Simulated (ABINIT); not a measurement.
# SiMo3 (Pm-3n) in ABINIT: equation of state

Aim: energy against volume of SiMo3 in PBE, for its equilibrium volume and stiffness.

All numbers are computed with ABINIT 10.8.3 (patched build); they aren't measurements. Logs are shortened: lines on timing, memory, paths and dates and some standing lists are left out, and cuts for length are marked. The log counts tension as positive stress, the text compression.

### 1 The crystal as given

The structure is cubic, space group Pm-3n (No. 223). Conventional cell: a = 4.889 Å, b = 4.889 Å, c = 4.889 Å, α = 90.00°, β = 90.00°, γ = 90.00°. Around Mo (site symmetry -4m2) lie 2 Mo at 2.44 Å and 4 Si at 2.73 Å. Si (site symmetry m-3) has 12 Mo at 2.73 Å as nearest neighbours.

### 2 Equation of state, PBE

Input file run.abi:

```
# Datasets: one volume each
ndtset 7
scalecart1 3*0.9795861087
scalecart2 3*0.9864848297
scalecart3 3*0.9932883884
scalecart4 3*1.0000000000
scalecart5 3*1.0066227096
scalecart6 3*1.0131594038
scalecart7 3*1.0196128224

# Pseudopotentials
pp_dirpath "./"
pseudos "Mo.GGA_PBE-JTH.xml, Si.GGA_PBE-JTH.xml"

# Structure
acell 3*1.0 Angstrom
rprim
     4.8890000000     0.0000000000     0.0000000000
     0.0000000000     4.8890000000     0.0000000000
     0.0000000000     0.0000000000     4.8890000000
ntypat 2
znucl 42 14
natom 8
typat 1 1 1 1 1 1 2 2
xred
     0.0000000000     0.5000000000     0.2500000000
     0.0000000000     0.5000000000     0.7500000000
     0.5000000000     0.2500000000     0.0000000000
     0.7500000000     0.0000000000     0.5000000000
     0.5000000000     0.7500000000     0.0000000000
     0.2500000000     0.0000000000     0.5000000000
     0.5000000000     0.5000000000     0.5000000000
     0.0000000000     0.0000000000     0.0000000000

# Plane-wave basis
ecut 15.0
pawecutdg 30.0
pawxcdev 0

# k points
kptopt 1
ngkpt 6 6 6
nshiftk 1
shiftk 0.0 0.0 0.0

# Exchange and correlation
ixc 11

# Bands and occupations
nband 56
occopt 3
tsmear 0.05 eV

# SCF cycle
nstep 100
tolvrs 1.0e-9

# Output
iomode 3
prtwf 0
prtden 0
prteig 0
prtebands 0
enunit 2
```

Potentials or basis: JTH PAW PBE v2.0.

Launch:

```bash
mpirun --bind-to none -np 4 abinit run.abi > log 2>&1
```

run.abo:

```text
.Version 10.8.3 of ABINIT
 DATASET    1 : space group Pm -3 n (#223); Bravais cP (primitive cubic)
================================================================================
 Values of the parameters that define the memory need for DATASET  1.
     intxc =       0    ionmov =       0      iscf =      17    lmnmax =      18
     lnmax =       6     mgfft =      32  mpssoang =       3    mqgrid =    3001
     natom =       8  nloc_mem =       2    nspden =       1   nspinor =       1
    nsppol =       1      nsym =      48    n1xccc =       1    ntypat =       2
    occopt =       3   xclevel =       2
       mpw =        2066          nfft =       32768          nkpt =          20
Pmy_natom=         2
 PAW method is used; the additional fine FFT grid is defined by:
   mgfftf=        48    nfftf =    110592
================================================================================
================================================================================
[... 77 lines left out ...]
================================================================================
 Values of the parameters that define the memory need for DATASET  7.
     intxc =       0    ionmov =       0      iscf =      17    lmnmax =      18
     lnmax =       6     mgfft =      36  mpssoang =       3    mqgrid =    3001
     natom =       8  nloc_mem =       2    nspden =       1   nspinor =       1
    nsppol =       1      nsym =      48    n1xccc =       1    ntypat =       2
    occopt =       3   xclevel =       2
       mpw =        2340          nfft =       46656          nkpt =          20
Pmy_natom=         2
 PAW method is used; the additional fine FFT grid is defined by:
   mgfftf=        48    nfftf =    110592
================================================================================
================================================================================

--------------------------------------------------------------------------------
------------- Echo of variables that govern the present computation ------------
--------------------------------------------------------------------------------
 -outvars: echo values of preprocessed input variables --------
            acell      1.8897261259E+00  1.8897261259E+00  1.8897261259E+00 Bohr
              amu      9.59400000E+01  2.80855000E+01
             ecut      1.50000000E+01 Hartree
           enunit           2
              ixc          11
           jdtset        1    2    3    4    5    6    7
         kptrlatt        6    0    0      0    6    0      0    0    6
          kptrlen1     5.43016183E+01
          kptrlen2     5.46840367E+01
          kptrlen3     5.50611799E+01
          kptrlen4     5.54332262E+01
          kptrlen5     5.58003443E+01
          kptrlen6     5.61626944E+01
          kptrlen7     5.65204282E+01
            natom           8
            nband          56
           ndtset           7
            ngfft1         32      32      32
            ngfft2         32      32      32
            ngfft3         32      32      32
            ngfft4         36      36      36
            ngfft5         36      36      36
            ngfft6         36      36      36
            ngfft7         36      36      36
          ngfftdg          48      48      48
             nkpt          20
            nstep         100
             nsym          48
           ntypat           2
           occopt           3
        pawecutdg      3.00000000E+01 Hartree
         pawxcdev           0
           prtden           0
        prtebands           0
           prteig           0
            prtwf           0
            rprim1     4.7891964854E+00  0.0000000000E+00  0.0000000000E+00
                       0.0000000000E+00  4.7891964854E+00  0.0000000000E+00
                       0.0000000000E+00  0.0000000000E+00  4.7891964854E+00
            rprim2     4.8229243324E+00  0.0000000000E+00  0.0000000000E+00
                       0.0000000000E+00  4.8229243324E+00  0.0000000000E+00
                       0.0000000000E+00  0.0000000000E+00  4.8229243324E+00
            rprim3     4.8561869309E+00  0.0000000000E+00  0.0000000000E+00
                       0.0000000000E+00  4.8561869309E+00  0.0000000000E+00
                       0.0000000000E+00  0.0000000000E+00  4.8561869309E+00
[... 25 lines left out ...]
           xangst2     0.0000000000E+00  2.4114621662E+00  1.2057310831E+00
                       0.0000000000E+00  2.4114621662E+00  3.6171932493E+00
                       2.4114621662E+00  1.2057310831E+00  0.0000000000E+00
                       3.6171932493E+00  0.0000000000E+00  2.4114621662E+00
                       2.4114621662E+00  3.6171932493E+00  0.0000000000E+00
                       1.2057310831E+00  0.0000000000E+00  2.4114621662E+00
                       2.4114621662E+00  2.4114621662E+00  2.4114621662E+00
                       0.0000000000E+00  0.0000000000E+00  0.0000000000E+00
           xangst3     0.0000000000E+00  2.4280934654E+00  1.2140467327E+00
[... 80 lines left out ...]
                       0.0000000000E+00  4.6802245320E+00  7.0203367981E+00
                       4.6802245320E+00  2.3401122660E+00  0.0000000000E+00
                       7.0203367981E+00  0.0000000000E+00  4.6802245320E+00
                       4.6802245320E+00  7.0203367981E+00  0.0000000000E+00
                       2.3401122660E+00  0.0000000000E+00  4.6802245320E+00
                       4.6802245320E+00  4.6802245320E+00  4.6802245320E+00
                       0.0000000000E+00  0.0000000000E+00  0.0000000000E+00
            xcart7     0.0000000000E+00  4.7100356831E+00  2.3550178416E+00
                       0.0000000000E+00  4.7100356831E+00  7.0650535247E+00
                       4.7100356831E+00  2.3550178416E+00  0.0000000000E+00
                       7.0650535247E+00  0.0000000000E+00  4.7100356831E+00
                       4.7100356831E+00  7.0650535247E+00  0.0000000000E+00
                       2.3550178416E+00  0.0000000000E+00  4.7100356831E+00
                       4.7100356831E+00  4.7100356831E+00  4.7100356831E+00
                       0.0000000000E+00  0.0000000000E+00  0.0000000000E+00
             xred      0.0000000000E+00  5.0000000000E-01  2.5000000000E-01
                       0.0000000000E+00  5.0000000000E-01  7.5000000000E-01
                       5.0000000000E-01  2.5000000000E-01  0.0000000000E+00
                       7.5000000000E-01  0.0000000000E+00  5.0000000000E-01
                       5.0000000000E-01  7.5000000000E-01  0.0000000000E+00
                       2.5000000000E-01  0.0000000000E+00  5.0000000000E-01
                       5.0000000000E-01  5.0000000000E-01  5.0000000000E-01
                       0.0000000000E+00  0.0000000000E+00  0.0000000000E+00
            znucl       42.00000   14.00000

================================================================================

 chkinp: Checking input parameters for consistency, jdtset=   1.

 chkinp: Checking input parameters for consistency, jdtset=   2.
[... 40 lines left out ...]
 getcut: wavevector=  0.0000  0.0000  0.0000  ngfft=  48  48  48
         ecut(hartree)=     30.000   => boxcut(ratio)=   2.15107

--- Pseudopotential description ------------------------------------------------
- pspini: atom type   1  psp file is ./Mo.GGA_PBE-JTH.xml
 Pseudopotential format is: paw10
 basis_size (lnmax)=  6 (lmn_size= 18), orbitals=   0   0   1   1   2   2
 Spheres core radius: rc_sph= 2.20740211
 Shapefunction is SIN type: shapef(r)=[sin(pi*r/rshp)/(pi*r/rshp)]**2
 Radius for shape functions =  1.91008465
 Compensation charge density is not taken into account in XC energy/potential

- pspini: atom type   2  psp file is ./Si.GGA_PBE-JTH.xml
 Pseudopotential format is: paw10
 basis_size (lnmax)=  4 (lmn_size=  8), orbitals=   0   0   1   1
 Spheres core radius: rc_sph= 1.90944987
 Shapefunction is BESSEL type: shapef(r,l)=aa(1,l)*jl(q(1,l)*r)+aa(2,l)*jl(q(2,l)*r)
 Radius for shape functions =  1.60149249
 Compensation charge density is not taken into account in XC energy/potential

   1.61650803E+04                                ecore*ucvol(ha*bohr**3)
--------------------------------------------------------------------------------

================================================================================

--- !BeginCycle
iteration_state: {dtset: 1, }
solver: {iscf: 17, nstep: 100, nline: 4, wfoptalg: 10, }
tolerances: {tolvrs: 1.00E-09, }
...
[... 1884 lines left out ...]
-Cartesian components of stress tensor (GPa)         [Pressure= -1.0441E+01 GPa]
- sigma(1 1)=  1.04408370E+01  sigma(3 2)=  0.00000000E+00
- sigma(2 2)=  1.04408370E+01  sigma(3 1)=  0.00000000E+00
- sigma(3 3)=  1.04408370E+01  sigma(2 1)=  0.00000000E+00

== END DATASET(S) ==============================================================
================================================================================

 -outvars: echo values of variables after computation  --------
            acell      1.8897261259E+00  1.8897261259E+00  1.8897261259E+00 Bohr
           etotal1    -4.2111662602E+02
           etotal2    -4.2112622273E+02
           etotal3    -4.2113235400E+02
           etotal4    -4.2113537722E+02
           etotal5    -4.2113560689E+02
           etotal6    -4.2113332399E+02
           etotal7    -4.2112879158E+02
            fcart1    -6.1015047142E-31  2.3970197092E-31 -4.0676698095E-31
                       3.1960262789E-31 -2.3970197092E-31  7.5542439319E-31
                       3.1960262789E-31 -0.0000000000E+00 -2.9054784353E-31
                       4.3582176530E-31  4.6487654966E-31 -2.9054784353E-31
                      -6.1015047142E-31 -0.0000000000E+00  1.7432870612E-31
                       4.3582176530E-31 -4.6487654966E-31  1.7432870612E-31
                      -1.4527392177E-31 -0.0000000000E+00 -5.8109568707E-32
                      -1.4527392177E-31 -0.0000000000E+00 -5.8109568707E-32
            fcart2    -0.0000000000E+00  1.4425798698E-32  1.1540638958E-31
                      -0.0000000000E+00  1.4425798698E-32 -1.1540638958E-31
[... 122 lines left out ...]
                       0.0000000000E+00  2.4766681626E+00  3.7150022439E+00
                       2.4766681626E+00  1.2383340813E+00  0.0000000000E+00
                       3.7150022439E+00  0.0000000000E+00  2.4766681626E+00
                       2.4766681626E+00  3.7150022439E+00  0.0000000000E+00
                       1.2383340813E+00  0.0000000000E+00  2.4766681626E+00
                       2.4766681626E+00  2.4766681626E+00  2.4766681626E+00
                       0.0000000000E+00  0.0000000000E+00  0.0000000000E+00
           xangst7     0.0000000000E+00  2.4924435444E+00  1.2462217722E+00
                       0.0000000000E+00  2.4924435444E+00  3.7386653165E+00
                       2.4924435444E+00  1.2462217722E+00  0.0000000000E+00
                       3.7386653165E+00  0.0000000000E+00  2.4924435444E+00
                       2.4924435444E+00  3.7386653165E+00  0.0000000000E+00
                       1.2462217722E+00  0.0000000000E+00  2.4924435444E+00
                       2.4924435444E+00  2.4924435444E+00  2.4924435444E+00
                       0.0000000000E+00  0.0000000000E+00  0.0000000000E+00
             xred      0.0000000000E+00  5.0000000000E-01  2.5000000000E-01
                       0.0000000000E+00  5.0000000000E-01  7.5000000000E-01
                       5.0000000000E-01  2.5000000000E-01  0.0000000000E+00
                       7.5000000000E-01  0.0000000000E+00  5.0000000000E-01
                       5.0000000000E-01  7.5000000000E-01  0.0000000000E+00
                       2.5000000000E-01  0.0000000000E+00  5.0000000000E-01
                       5.0000000000E-01  5.0000000000E-01  5.0000000000E-01
                       0.0000000000E+00  0.0000000000E+00  0.0000000000E+00
 Calculation completed.
```

It took 11 min on 4 MPI ranks of Arm Neoverse V1, shared host; peak memory 0.6 GiB.

What came out:

| Property | Result |
| --- | --- |
| Equilibrium volume | 14.78 Å³/atom |
| Bulk modulus | 247 GPa |
| Pressure derivative of the bulk modulus | 4.4 |

Energy against volume, from the lowest point:
```tsv
volume (Å³/atom)	energy (meV/atom)
13.731	64.56
14.023	31.92
14.315	11.06
14.607	0.78
14.899	0.00
15.192	7.77
15.484	23.18
```

Caveat: pressures at fixed basis lie under the slope of the energies.
